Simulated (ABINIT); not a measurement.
AgBr:

```
CELL_PARAMETERS angstrom
0.00000 2.87015 2.87015
2.87015 0.00000 2.87015
2.87015 2.87015 0.00000
ATOMIC_POSITIONS crystal
Ag 0.00000 0.00000 0.00000
Br 0.50000 0.50000 0.50000
```

Program: ABINIT 10.8.3 (patched build). Alike in all runs: no spin polarisation; cell as given; smearing fermi-dirac 0.05 eV. Hardware: 1 thread of Arm Neoverse V2 (shared host).

**Question.** Order these runs on this cell by their wall time, lowest first.
A. task single point; level LDA; potentials or basis JTH PAW LDA v2.0; k mesh 6 × 6 × 6; cutoff (eV) 463; fine-grid cutoff 925.187 eV; mesh quality not flagged
B. task single point; level LDA; potentials or basis JTH PAW LDA v2.0; k mesh 3 × 3 × 3; cutoff (eV) 463; fine-grid cutoff 925.187 eV; mesh quality coarse
C. task band structure; level r2SCAN; potentials or basis JTH PAW LDA v2.0; k mesh 8 × 8 × 8; cutoff (eV) 544; fine-grid cutoff 1088.46 eV; mesh quality not flagged
D. task single point; level r2SCAN; potentials or basis JTH PAW PBE v2.0; k mesh 3 × 3 × 3; cutoff (eV) 544; fine-grid cutoff 1088.46 eV; mesh quality coarse
E. task band structure; level PBEsol; potentials or basis JTH PAW PBE v2.0; k mesh 8 × 8 × 8; cutoff (eV) 463; fine-grid cutoff 925.187 eV; mesh quality not flagged

**Answer.** B (2.4 s), A (5.3 s), D (15 s), E (32 s), C (170 s).

Caveats: some runs use coarse meshes.

Runs at the PBE level aren't shown here.
